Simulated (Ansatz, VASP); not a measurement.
Two plane-wave programs on P

The input INCAR:

```
PREC = Accurate
ENCUT = 520
EDIFF = 1E-7
ISMEAR = 0
SIGMA = 0.026000000000000002
LREAL = False
LASPH = True
NELM = 80
ALGO = Fast
ISIF = 2
LWAVE = False
LCHARG = False
GGA = PE
```

Contents of KPOINTS:

```
Automatic mesh
0
Gamma
  8 8 6
```

Contents of POSCAR:

```
P
1.0
    1.6477431241     -5.4650377251      0.0000000000
    1.6477431241      5.4650377251      0.0000000000
    0.0000000000      0.0000000000      4.5436355900
P
4
Direct
    0.9041431300      0.0958568700      0.5888151700
    0.0958568700      0.9041431300      0.4111848300
    0.5958568700      0.4041431300      0.0888151700
    0.4041431300      0.5958568700      0.9111848300
```

Contents of input.yaml:

```yaml
crystal:
  lattice:
    - [1.6477431241, -5.4650377251, 0.0]
    - [1.6477431241, 5.4650377251, 0.0]
    - [0.0, 0.0, 4.54363559]
  atoms:
    - { symbol: P, position: [0.90414313, 0.09585687, 0.58881517] }
    - { symbol: P, position: [0.09585687, 0.90414313, 0.41118483] }
    - { symbol: P, position: [0.59585687, 0.40414313, 0.08881517] }
    - { symbol: P, position: [0.40414313, 0.59585687, 0.91118483] }
hamiltonian:
  xc: pbe
  pseudopotentials: { kind: paw }
kpoints:
  mp_grid: { grid: [8, 8, 6] }
scf:
  occupations: { method: gaussian, width: 0.026 }
output:
  forces: true
  stress: true
  eigenvalues: true
```

Alike in both runs: task single point; functional PBE; k mesh 8 × 8 × 6; occupations gaussian, width 0.026 eV; no spin polarisation.

```csv
,VASP,Ansatz
version,VASP 6.6.1,Ansatz 0.2.0
potentials or method,"VASP PAW PBE potentials, release 64 (P)",Ansatz PAW
plane-wave cutoff (eV),520,420
valence electrons in the cell,20,20
```

|  | VASP | Ansatz | Ansatz less VASP |
| --- | --- | --- | --- |
| gap on the k mesh at the Fermi level (eV) | 0.11 | 0.10 | -0.015 |
| least direct gap on the mesh (eV) | 0.11 | 0.10 | -0.015 |
| pressure (GPa) | 1.7 | 2.0 | +0.34 |
| largest component of the traceless stress (GPa) | 0.20 | 0.22 | +0.019 |
| rms of the force components (eV/Å) | 0.166 | 0.195 | +0.0291 |

Atom by atom the forces differ by 0.031 eV/Å (rms over components). The functional is the same, so the differences come from potentials, cutoffs and numerics.

A k mesh can miss the band edges.
